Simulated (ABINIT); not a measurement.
C:

```xyz
2
Lattice="0.0000 1.7834 1.7834 1.7834 0.0000 1.7834 1.7834 1.7834 0.0000" Properties=species:S:1:pos:R:3 pbc="T T T"
C     2.6751    2.6751    2.6751
C     1.7834    1.7834    1.7834
```

This isn't the form of C at room conditions, which is graphite.

Base run:

| Property | Result |
| --- | --- |
| Program | ABINIT 10.8.3 (patched build) |
| Functional | PBE |
| Potentials or basis | PseudoDojo NC SR PBE v0.4 stringent |
| Cutoff | 1116 eV |
| k mesh | 13 × 13 × 13 |
| Occupations | fermi-dirac, width 0.05 eV |
| Spin | no spin polarisation |

Its results: band gap on the k mesh 4.20 eV, indirect (least direct gap 5.62 eV); pressure 1.9 GPa.

Problem. The run is repeated on the same cell with these changes: functional from PBE to r2SCAN; cutoff from 1116 eV to 1333 eV. What comes out?

Solution. Band gap on the k mesh 4.17 eV, indirect (least direct gap 5.84 eV); pressure 3.6 GPa.

Caveats: a meta-GGA on potentials with a model core is unreliable (some runs); the potentials were made for another functional, which shifts forces and pressure (some runs).
